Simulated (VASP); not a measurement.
## VASP 6.6.1 run: RbCl

INCAR

```
LWAVE = .FALSE.
SIGMA = 0.02
ISIF = 2
ISMEAR = -1
IBRION = -1
ENCUT = 520
EDIFF = 1E-7
ISPIN = 2
LASPH = .TRUE.
NBANDS = 15
NELM = 71
NSW = 0
PREC = Accurate
MAGMOM = 1
LREAL = .FALSE.
LCHARG = .FALSE.
GGA = PE
```

KPOINTS

```
KPOINTS created by Atomic Simulation Environment
0
Gamma
6 6 6
0 0 0
```

POSCAR

```
Rb Cl
 1.0000000000000000
     0.0000000000000000    3.3719290749000002    3.3719290749000002
     3.3719290749000002    0.0000000000000000    3.3719290749000002
     3.3719290749000002    3.3719290749000002    0.0000000000000000
 Rb  Cl
   1   1
Cartesian
  0.0000000000000000  0.0000000000000000  0.0000000000000000
  3.3719290748999997  3.3719290748999997  3.3719290748999997
```

The recommended PBE PAW datasets give the neutral cell 16 valence electrons.

Command

```
mpirun -np 1 vasp_std
```

Standard output (part)

```
POSCAR found type information on POSCAR RbCl
 POSCAR found :  2 types and       2 ions
|     EEEEEEE  RRRRRR   RRRRRR   OOOOOOO  RRRRRR      ###     ###     ###     |
|     E        R     R  R     R  O     O  R     R     ###     ###     ###     |
|     E        R     R  R     R  O     O  R     R     ###     ###     ###     |
|     EEEEE    RRRRRR   RRRRRR   O     O  RRRRRR       #       #       #      |
|     E        R    R   R    R   O     O  R    R      ###     ###     ###     |
|     EEEEEEE  R     R  R     R  OOOOOOO  R     R     ###     ###     ###     |
|     ERROR: You have set 1 value(s) for MAGMOM; however for                  |
|     spin-polarized calculations (ISPIN=2), MAGMOM has to be a list of       |
|     NIONS values. NIONS=2 in your calculation.                              |
|       ---->  I REFUSE TO CONTINUE WITH THIS SICK JOB ... BYE!!! <----       |
```

VASP stopped before the first electronic step.

Q: Why shouldn't this run be trusted?

A: Too few starting moments. VASP stopped before the first electronic step.
